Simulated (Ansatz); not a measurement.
# A Te vacancy in rocksalt SnTe, 63 atoms, charge +2

All numbers come from Ansatz (PAW, plane waves, no spin–orbit coupling) at the single k point (¼, ¼, ¼) without its symmetry partners. The atoms were relaxed with PBEsol in a fixed cell; other functionals are single points on those atoms unless said otherwise. The valence top and gap of the host come from the perfect supercell at Γ, which can miss a band edge that doesn't fold there, PBEsol gap 0.17 eV, r²SCAN gap 0.02 eV. The charge correction uses an assumed dielectric constant of 400.

Cell: a = 12.569 Å, b = 12.569 Å, c = 12.569 Å, α = 90.00°, β = 90.00°, γ = 90.00°.

Nearest atoms after relaxation, from the placed atom (for vacancies from the middle of the vacant sites): Sn at 3.01 Å, Sn at 3.02 Å, Sn at 3.02 Å, Sn at 3.36 Å, Sn at 3.36 Å, Sn at 3.37 Å.

Chemical potentials μ are those of reference phases of the elements at zero temperature by the same functional (the usual solids, diamond for C, grey Sn, and the molecules H2, N2, O2, F2, Cl2, Br2 and S8).

| functional | E(defect) − E(host) − Σ nμ + q·E_VBM (eV) | monopole (eV) | alignment (eV) | formation energy at E_F = VBM (eV) | moment (μB) | wall time, shared host |
| --- | --- | --- | --- | --- | --- | --- |
| PBEsol | 2.54 | 0.02 | -0.44 | 2.12 | 0 (no spin) | 19 s on NVIDIA H100 (relaxation) |
| r²SCAN | 3.08 | 0.02 | -0.45 | 2.65 | 0 (no spin) | 9.2 s on NVIDIA H100 |

Task: How does the monopole term follow by hand for this cubic cell?

Result: q²·α·e²/(4πε₀)/(2εL) with the Madelung constant α = 2.837 and e²/4πε₀ = 14.40 eV·Å: 4 × 2.837 × 14.40 / (2 × 400 × 12.569) = 0.02 eV.

r²SCAN one-electron levels near the gap (the ten most localised at most), from the host's valence top, not corrected for the charge's images:

| level (eV) | spin | filling | atoms sharing it | element of the atom with most weight |
| --- | --- | --- | --- | --- |
| -0.28 | both | 0.00 | 29.7 | spread |

The charge sits partly or wholly in a band of the host, at the cell's one k point and not at the band edge, so the formation energy is too high and the charge correction doesn't apply as it stands.

The runs had no spin polarisation though PBEsol leaves holes or close levels at the Fermi level; a state of higher spin may be lower.

All elements are taken at their own reference at once; growth conditions in equilibrium with the host shift these energies, by up to the host's formation enthalpy.

One k point and a cell of this size can leave errors of several tenths of an eV in such numbers.
